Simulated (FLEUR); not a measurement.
# Er (Im-3m) in FLEUR: single point with PBE

Aim: the single point of Er with PBE.

Program: FLEUR MaX-R8.1 (later development tree). These are calculated values, not measurements. Logs are shortened: lines on timing, memory, paths and dates and some standing lists are left out, and cuts for length are marked.

**1. Starting point**

Symmetry: Im-3m, No. 229, cubic system. The conventional cell has a = 3.956 Å, b = 3.956 Å, c = 3.956 Å, α = 90.00°, β = 90.00°, γ = 90.00°. Er (site symmetry m-3m) has 8 Er at 3.43 Å as nearest neighbours.

This isn't the form of Er at room conditions, which is hcp.

**2. Single point, PBE, collinear spin, ferromagnetic start**

File inp.xml:

```xml
<?xml version="1.0" encoding="UTF-8" standalone="no"?>
<fleurInput fleurInputVersion="0.39">
   <comment>
      Er                                                                                                  
   </comment>
   <calculationSetup>
      <cutoffs Kmax="4.1" Gmax="12.7" GmaxXC="12.7" numbands="0"/>
      <scfLoop itmax="60" minDistance="0.00001" maxIterBroyd="15" imix="Anderson" alpha="0.05" precondParam="0.0" spinf="2.0" sdNocoIR="T"/>
      <coreElectrons ctail="T" frcor="F" kcrel="0" coretail_lmax="0"/>
      <xcFunctional name="pbe" relativisticCorrections="F"/>
      <magnetism jspins="2"/>
      <soc l_soc="F" theta="0.0" phi="0.0" spav="F"/>
      <expertModes spex="0" secvar="F"/>
      <geometryOptimization l_f="T" forcealpha="1.0" forcemix="BFGS" epsdisp="0.0005" epsforce="0.0002"/>
      <ldaU l_linMix="F" mixParam="0.05" spinf="1.0"/>
   </calculationSetup>
   <cell>
      <bzIntegration valenceElectrons="22.0" mode="hist" fermiSmearingEnergy="0.00183747">
         <kPointListSelection listName="default-1"/>
         <!-- k-points included here -->
         <xi:include xmlns:xi="http://www.w3.org/2001/XInclude" href="kpts.xml"> </xi:include>
      </bzIntegration>
      <!-- symmetry operations included here -->
      <xi:include xmlns:xi="http://www.w3.org/2001/XInclude" href="sym.xml"> </xi:include>
      <bulkLattice scale="1.0">
         <bravaisMatrix>
            <row-1>   -3.7377619759887768     3.7377619759887768     3.7377619759887768</row-1>
            <row-2>    3.7377619759887768    -3.7377619759887768     3.7377619759887768</row-2>
            <row-3>    3.7377619759887768     3.7377619759887768    -3.7377619759887768</row-3>
         </bravaisMatrix>
      </bulkLattice>
   </cell>
   <atomSpecies>
      <species name="Erbium (Er4.500" element="Er" atomicNumber="68">
         <mtSphere radius="2.66" gridPoints="879" logIncrement="0.015"/>
         <atomicCutoffs lmax="10" lnonsphr="10"/>
         <electronConfig flipSpins="F">
            <coreConfig>(1s1/2) (2s1/2) (2p1/2) (2p3/2) (3s1/2) (3p1/2) (3p3/2) (4s1/2) (3d3/2) (3d5/2) (4p1/2) (4p3/2) (4d3/2) (4d5/2)</coreConfig>
            <valenceConfig>(5s1/2) (5p1/2) (5p3/2) (6s1/2) (4f5/2) (4f7/2)</valenceConfig>
            <stateOccupation state="(4f5/2)" spinUp="3.0" spinDown="2.1428571428571"/>
            <stateOccupation state="(4f7/2)" spinUp="4.0" spinDown="2.8571428571429"/>
         </electronConfig>
         <energyParameters s="6" p="5" d="5" f="4"/>
         <lo type="SCLO" l="0" n="5" eDeriv="0"/>
         <lo type="HELO" l="1" n="6" eDeriv="0"/>
         <lo type="HELO" l="1" n="6" eDeriv="1"/>
         <lo type="SCLO" l="2" n="5" eDeriv="2"/>
         <lo type="SCLO" l="3" n="4" eDeriv="2"/>
      </species>
   </atomSpecies>
   <atomGroups>
      <atomGroup species="Erbium (Er4.500">
         <relPos label="                   1">.0000000000 .0000000000 .0000000000</relPos>
         <force calculate="T" relaxXYZ="TTT"/>
      </atomGroup>
   </atomGroups>
   <output dos="F" band="F" slice="F">
      <checks vchk="F" cdinf="F"/>
      <bandDOS minEnergy="-.5*Htr" maxEnergy="0.5*Htr" sigma="0.015" storeEVData="T"/>
      <vacuumDOS vacdos="F" integ="F" star="F" nstars="0" locx1="0.0" locy1="0.0" locx2="0.0" locy2="0.0" nstm="0" tworkf="0.0"/>
      <unfoldingBand unfoldBand="F" supercellX="1" supercellY="1" supercellZ="1"/>
      <plotting iplot="0" polar="F">
         <plot TwoD="T" vec1="  1.0  0.0  0.0" vec2="  0.0  1.0  0.0" vec3="  0.0  0.0  1.0" zero="  0.0  0.0  0.0" file="plot"/>
      </plotting>
      <chargeDensitySlicing numkpt="0" minEigenval="0.0" maxEigenval="0.0" nnne="0" pallst="F"/>
      <specialOutput eonly="F"/>
      <moessbauerParams electricFieldGradient="T" isomerShift="T" coreHyperfine="T" valenceHyperfine="T"/>
      <magneticCircularDichroism mcd="F" energyLo="-10.0" energyUp="0.0"/>
   </output>
  <!-- We include the file relax.xml here to enable relaxations (see documentation) -->
  <xi:include xmlns:xi="http://www.w3.org/2001/XInclude" href="relax.xml"> <xi:fallback/> </xi:include>
</fleurInput>
```

File crystal.txt:

```
Er
&input cartesian=F /
-1.9779384575  1.9779384575  1.9779384575
1.9779384575  -1.9779384575  1.9779384575
1.9779384575  1.9779384575  -1.9779384575
1.8897261246
1.0 1.0 1.0

1
68 0.0000000000  0.0000000000  0.0000000000 : 4.500

&kpt div1=9 div2=9 div3=9 gamma=T /
```

Potentials or basis: all-electron, FLAPW.

Run with:

```bash
$ inpgen -f crystal.txt -profile fastHighL
$ # inp.xml edited to the form shown
$ fleur_MPI
```

The log of the run:

```text
Welcome to FLEUR        (www.flapw.de)
      MaX-Release 8.1          (www.max-centre.eu)

 ========== k-point set info ==========
 Selected k-point list: default-1
 k-point list type: mesh
 9 x 9 x 9
 Number of k points: 35

 ------------Calculation Setup---------------------------
 Number of MPI-tasks      :            1
 Number of PE/node        :            1
 Number of OMP-threads    :            1
 Most efficient MPI parallelization for:
           1           5           7          35
 Additional eigenvalue parallelization possible
 Number of basis functions:          285
 Approximate size of matrices (H+S) per k-point:         0.001 GB
 --------------------------------------------------------
 Iteration:     1   Distance:     117.65588986 me/bohr^3
 Iteration:     2   Distance:      23.70659794 me/bohr^3
 Iteration:     3   Distance:       9.75900275 me/bohr^3
 Iteration:     4   Distance:      18.00854078 me/bohr^3
 Iteration:     5   Distance:       6.33858345 me/bohr^3
 Iteration:     6   Distance:       8.14451461 me/bohr^3
 Iteration:     7   Distance:      16.71471324 me/bohr^3
 Iteration:     8   Distance:       4.74870314 me/bohr^3
 Iteration:     9   Distance:       2.21433157 me/bohr^3
 Iteration:    10   Distance:       1.80727933 me/bohr^3
[... 9 lines left out ...]
 Iteration:    20   Distance:       0.03521351 me/bohr^3
 Iteration:    21   Distance:       0.02060013 me/bohr^3
 Iteration:    22   Distance:       0.00594898 me/bohr^3
 Iteration:    23   Distance:       0.00831236 me/bohr^3
 Iteration:    24   Distance:       0.00070298 me/bohr^3
 Iteration:    25   Distance:       0.00018644 me/bohr^3
 Iteration:    26   Distance:       0.00012073 me/bohr^3
 Iteration:    27   Distance:       0.00004377 me/bohr^3
 Iteration:    28   Distance:       0.00002012 me/bohr^3
 Iteration:    29   Distance:       0.00000237 me/bohr^3

 ********************************************************************
 Run finished successfully
 Stop message:
   Structural relaxation: Done
 ********************************************************************
```

Wall time 2.3 min (1 thread of AMD EPYC 7R43 (Zen 3), shared host); peak memory 0.08 GiB.

Results:

```
Free energy                                           : -356462.4855 eV
Band gap on the k mesh                                : none (metal or under the smearing width)
Net moment                                            : 2.20 μB per cell
Site moments                                          : Er +2.31 μB
Valence electrons inside the program's atomic spheres : Er 20.05 (radii Er 2.66 bohr)
```

Levels at points of the mesh, in eV from the Fermi level:
Spin up:
| k point | band 9 | band 10 | band 11 | band 12 | band 13 | band 14 | band 15 | band 16 |
| --- | --- | --- | --- | --- | --- | --- | --- | --- |
| (0.00, 0.00, 0.00) | -1.87 | -1.87 | -1.87 | -1.65 | 2.68 | 2.68 | 2.68 | 4.85 |
Spin down:
```tsv
k point	band 6	band 7	band 8	band 9	band 10	band 11	band 12	band 13	band 14	band 15
(0.00, 0.00, 0.00)	-0.19	-0.19	-0.19	0.04	0.04	0.04	0.09	2.80	2.80	2.80
```

Core levels (eV from the Fermi level):
| atom | levels |
| --- | --- |
| 1 Er | 1s1/2 -57307.3, 2s1/2 -9620.4, 2p1/2 -9162.2, 2p3/2 -8245.3, 3s1/2 -2155.0, 3p1/2 -1954.1, 3p3/2 -1761.6, 4s1/2 -424.7, 3d3/2 -1418.3, 3d5/2 -1376.2, 4p1/2 -344.5, 4p3/2 -301.1, 4d3/2 -169.1, 4d5/2 -161.2 |

Caveat: the magnetic or orbital state may not be the lowest; spin-orbit coupling is left out, which moves the levels of the heavy elements.
